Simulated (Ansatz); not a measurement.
## TiAl3 in Ansatz: the effect of target pressure

TiAl3:

```xyz
4
Lattice="3.9557 0.0000 0.0000 0.0000 3.9557 0.0000 0.0000 0.0000 3.9557" Properties=species:S:1:pos:R:3 pbc="T T T"
Ti    0.0000    0.0000    0.0000
Al    0.0000    1.9778    1.9778
Al    1.9778    0.0000    1.9778
Al    1.9778    1.9778    0.0000
```

The cell comes from a database or a generator and needn't be the stable form of this composition.

Alike in all runs:

```yaml
Program: Ansatz 0.2.0
Task: relaxation of cell and atoms
Functional: PBEsol
Potentials_or_basis: Ansatz PAW
Cutoff: "420 eV (not typed: the program's choice for these potentials)"
k_mesh: 7 × 7 × 7
Occupations: fermi-dirac, width 0.05 eV
Spin: no spin polarisation
```

Each run relaxes the cell or the atoms first.

Question: One run gave: relaxed volume 14.77 Å³/atom. Which target pressure did it use?
A. 30 GPa
B. 5 GPa
C. 0 GPa
D. 2 GPa
E. 20 GPa

Answer: B.

```csv
target pressure,relaxed volume (Å³/atom)
0 GPa,15.39
2 GPa,15.13
5 GPa,14.77
10 GPa,14.26
20 GPa,13.43
30 GPa,12.78
```

Caveats: the plane-wave basis is chosen anew once the cell has moved, so the energies of steps on either side of that aren't comparable; the PAW data sets come from PBE, with cores solved anew for the run's functional, which leaves a small shift of forces and pressure; the volume moved by over 15 % at a fixed basis, so the end points are rough (some runs).
